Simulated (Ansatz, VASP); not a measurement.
W: VASP beside Ansatz

```
W
1.0
    -1.56096    1.56096    1.56096
     1.56096   -1.56096    1.56096
     1.56096    1.56096   -1.56096
W
1
Cartesian
  0.0000 0.0000 0.0000
```

Alike in both runs: task single point; functional RPBE; k mesh 12 × 12 × 12; occupations fermi-dirac, width 0.05 eV; no spin polarisation.

|  | VASP | Ansatz |
| --- | --- | --- |
| version | VASP 6.6.1 | Ansatz 0.2.0 |
| potentials or method | VASP PAW PBE potentials, release 64 (W_sv) | Ansatz PAW |
| plane-wave cutoff (eV) | 520 | 420 |
| valence electrons in the cell | 14 | 14 |

|  | VASP | Ansatz | Ansatz less VASP |
| --- | --- | --- | --- |
| gap on the k mesh at the Fermi level (eV) | none | none | - |
| pressure (GPa) | 25.0 | 24.2 | -0.79 |

A gap of «none» marks a metal or a gap that the smearing closes.

Caveats: so large a pressure means that the cell lies far from this level's equilibrium, or that cutoff or potentials fall short (VASP); the potentials were made for another functional, which shifts forces and pressure (VASP); the PAW data sets come from PBE, with cores solved anew for the run's functional, which leaves a small shift of forces and pressure (Ansatz). Spin-orbit coupling is left out, which matters for the levels of W.
